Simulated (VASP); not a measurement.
MnO:

```
Mn O
1.0
     3.29507    0.00000    0.00000
     1.64753    2.85361    0.00000
     1.64753    0.95120    2.69041
Mn O
1 1
Cartesian
  0.0000 0.0000 0.0000
  3.2951 1.9024 1.3452
```

The cell is a database's computed one.

The cell isn't the ideal one: volume scaled by 1.15.

```yaml
Program: VASP 6.6.1
Task: relaxation of cell and atoms
Functional: optB88-vdW
Potentials_or_basis: VASP PAW PBE potentials, release 64 (Mn_pv, O)
Cutoff: 600 eV
k_mesh: 10 × 10 × 10
Occupations: gaussian, width 0.01 eV
Spin: collinear spin, random start
Starting_moments: "[1.02, 0.0] μB"
```

At the start: pressure -15.5 GPa; volume 12.65 Å³/atom.

Problem. How do energy, volume and symmetry change on relaxing?

Solution. Over 25 steps the energy falls by 102.1 meV/atom and the volume is 10.53 Å³/atom (-16.8 %); space group Fm-3m (No. 225, to 0.05 Å); moment 4.53 μB per cell.

Step by step:
```tsv
step	energy change (eV)	largest force (eV/Å)	pressure (GPa)	volume (Å³)
1	0.0000	0.0000	-15.54	25.30
2	-0.0415	0.0000	-14.32	24.84
3	-0.1090	0.0000	-11.31	23.98
4	-0.1732	0.0000	-7.66	22.86
5	-0.2031	0.0000	-1.85	21.62
6	-0.1948	0.0000	3.75	20.40
7	-0.1953	0.0000	3.59	20.42
8	-0.1961	0.0000	3.27	20.46
9	-0.1973	0.0000	2.78	20.51
10	-0.1985	0.0000	2.17	20.58
11	-0.1997	0.0000	2.47	20.65
12	-0.2011	0.0000	1.70	20.74
13	-0.2026	0.0000	1.73	20.84
14	-0.2037	0.0000	0.69	20.96
15	-0.2041	0.0000	-0.46	21.10
16	-0.2041	0.0000	-0.45	21.10
17	-0.2041	0.0000	-0.44	21.09
18	-0.2041	0.0000	-0.42	21.09
19	-0.2041	0.0000	-0.39	21.09
20	-0.2041	0.0000	-0.36	21.08
21	-0.2041	0.0000	-0.32	21.08
22	-0.2041	0.0000	-0.28	21.07
23	-0.2041	0.0000	-0.22	21.07
24	-0.2041	0.0000	-0.16	21.06
25	-0.2041	0.0000	-0.08	21.05
```

Final structure:
```
Mn O
1.0
     3.09928    0.00000    0.00000
     1.54964    2.68405    0.00000
     1.54964    0.89468    2.53055
Mn O
1 1
Cartesian
  0.0000 0.0000 0.0000
  3.0993 1.7894 1.2653
```

Caveat: the PAW data sets were made with another functional, which shifts forces and pressure a little; a cell with one magnetic atom can't hold antiferromagnetic order, which such compounds often take.
